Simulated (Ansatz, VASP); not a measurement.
Two plane-wave programs on SiC

INCAR

```
ALGO     = Normal         # electronic algorithm
EDIFF    = 1E-6           # SCF threshold, eV
ENCUT    = 520            # plane-wave cutoff, eV
GGA      = PE             # functional
ISIF     = 2              # what is computed and relaxed
ISMEAR   = 0              # smearing method
LASPH    = T              # aspherical terms in the spheres
LCHARG   = T              # write CHGCAR
LELF     = T              # ELF
LREAL    = F              # projectors in reciprocal space
LVHAR    = T            
LWAVE    = F              # write WAVECAR
NBANDS   = 16             # bands
NELM     = 100            # most SCF steps
PREC     = Accurate       # precision mode
SIGMA    = 0.05           # smearing width, eV
```

KPOINTS

```
k-points
0
Gamma
  12 12 6
```

Contents of POSCAR:

```
SiC
1.0
    3.1343479811      0.0000000000      0.0000000000
   -1.5671739905      2.7144249759      0.0000000000
    0.0000000000      0.0000000000      4.9375457884
Si C
2 2
Direct
    0.3333333333      0.6666666667      0.0045636718
    0.6666666667      0.3333333333      0.5045636718
    0.3333333333      0.6666666667      0.3804363282
    0.6666666667      0.3333333333      0.8804363282
```

Input for Ansatz:

```yaml
crystal:
  lattice:
    - [3.1343479811, 0.0, 0.0]
    - [-1.5671739905, 2.7144249759, 0.0]
    - [0.0, 0.0, 4.9375457884]
  atoms:
    - { symbol: Si, position: [0.3333333333, 0.6666666667, 0.0045636718] }
    - { symbol: Si, position: [0.6666666667, 0.3333333333, 0.5045636718] }
    - { symbol: C, position: [0.3333333333, 0.6666666667, 0.3804363282] }
    - { symbol: C, position: [0.6666666667, 0.3333333333, 0.8804363282] }
basis:
  ecutwfc: 420
kpoints:
  mp_grid: { grid: [12, 12, 6] }
hamiltonian:
  xc: pbe
scf:
  occupations: { method: gaussian, width: 0.05 }
output:
  forces: true
  stress: true
  eigenvalues: true
```

Alike in both runs: task single point; functional PBE; k mesh 12 × 12 × 6; occupations gaussian, width 0.05 eV; no spin polarisation.

|  | VASP | Ansatz |
| --- | --- | --- |
| version | VASP 6.6.1 | Ansatz 0.2.0 |
| potentials or method | VASP PAW PBE potentials, release 64 (Si, C) | scalar-relativistic, plane waves, PAW |
| plane-wave cutoff (eV) | 520 | 420 |
| valence electrons in the cell | 16 | 16 |

|  | VASP | Ansatz | Ansatz less VASP |
| --- | --- | --- | --- |
| gap on the k mesh at the Fermi level (eV) | 2.40 | 2.40 | +0.004 |
| least direct gap on the mesh (eV) | 3.56 | 3.56 | +0.004 |
| pressure (GPa) | 0.3 | 0.4 | +0.04 |
| largest component of the traceless stress (GPa) | 15.18 | 15.11 | -0.066 |
| rms of the force components (eV/Å) | 0.259 | 0.260 | +0.0006 |

Atom by atom the forces differ by 0.001 eV/Å (rms over components).

A k mesh can miss the band edges.
